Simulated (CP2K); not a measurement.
Crystal: C.

```
CELL_PARAMETERS angstrom
2.52210 0.00000 0.00000
-1.26105 2.18420 0.00000
0.00000 0.00000 12.35570
ATOMIC_POSITIONS crystal
C 0.66667 0.33333 0.35417
C 0.33333 0.66667 0.85417
C 0.66667 0.33333 0.14583
C 0.33333 0.66667 0.64583
C 0.66667 0.33333 0.47917
C 0.33333 0.66667 0.97917
C 0.66667 0.33333 0.02083
C 0.33333 0.66667 0.52083
C 0.00000 0.00000 0.81250
C 0.00000 0.00000 0.31250
C 0.00000 0.00000 0.68750
C 0.00000 0.00000 0.18750
```

This is a hexagonal form of diamond, not graphite.

Base run:

* Program: CP2K 2026.2
* Functional: PBE
* Potentials or basis: POTENTIAL_UZH C GTH-PBE-q4; TZV2P-MOLOPT-PBE-GTH basis
* Density cutoff: 6123 eV
* k mesh: 9 × 9 × 2
* Occupations: fermi-dirac, width 0.05 eV
* Spin: no spin polarisation

Its results: band gap on the k mesh 4.61 eV, indirect (least direct gap 5.35 eV); pressure 1.8 GPa; largest force 0.335 eV/Å.

The run is repeated on the same cell with these changes: potentials or basis from POTENTIAL_UZH C GTH-PBE-q4; TZV2P-MOLOPT-PBE-GTH basis to POTENTIAL_UZH C GTH-PBE-q4; TZVP-MOLOPT-PBE-GTH basis; basis sets from C TZV2P-MOLOPT-PBE-GTH-q4 to C TZVP-MOLOPT-PBE-GTH-q4. What comes out?

Band gap on the k mesh 4.74 eV, indirect (least direct gap 5.41 eV); pressure 4.1 GPa; largest force 0.325 eV/Å.

Caveats: an odd mesh through Γ misses points on the zone boundary, where band edges often lie; the basis of atomic orbitals isn't converged, which shifts pressures, moduli and gaps.
